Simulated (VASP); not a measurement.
**HfO2 in VASP: the effect of functional**

HfO2:

```
CELL_PARAMETERS angstrom
5.55640 0.00000 0.00000
0.00000 3.33360 0.00000
0.00000 0.00000 6.50500
ATOMIC_POSITIONS crystal
Hf 0.74868 0.75000 0.60787
Hf 0.25132 0.25000 0.39213
Hf 0.24868 0.75000 0.89213
Hf 0.75132 0.25000 0.10787
O 0.63950 0.25000 0.42340
O 0.36050 0.75000 0.57660
O 0.13950 0.25000 0.07660
O 0.86050 0.75000 0.92340
O 0.52079 0.25000 0.84145
O 0.47921 0.75000 0.15855
O 0.02079 0.25000 0.65855
O 0.97921 0.75000 0.34145
```

Measurements of this composition are mostly on another form, of space group No. 14.

Alike in all runs:

* Program: VASP 6.6.1
* Task: band structure
* Cutoff: 520 eV
* k mesh: 4 × 6 × 3
* Occupations: fermi-dirac, width 0.05 eV
* Spin: no spin polarisation

```tsv
functional	potentials or basis	gap on the mesh (eV)
LDA	VASP PAW LDA potentials, release 64 (Hf_pv, O)	3.25
PBEsol	VASP PAW PBE potentials, release 64 (Hf_pv, O)	3.30
RPBE	VASP PAW PBE potentials, release 64 (Hf_pv, O)	3.46
revPBE	VASP PAW PBE potentials, release 64 (Hf_pv, O)	3.45
BLYP	VASP PAW PBE potentials, release 64 (Hf_pv, O)	?
AM05	VASP PAW PBE potentials, release 64 (Hf_pv, O)	3.31
PW91	VASP PAW PBE potentials, release 64 (Hf_pv, O)	3.41
```

**Question.** What does the run with functional BLYP give?

**Answer.** gap on the mesh 3.52 eV.

Caveats: spin-orbit coupling is left out, which moves the levels of the heavy elements.

Runs at the PBE level aren't shown here.
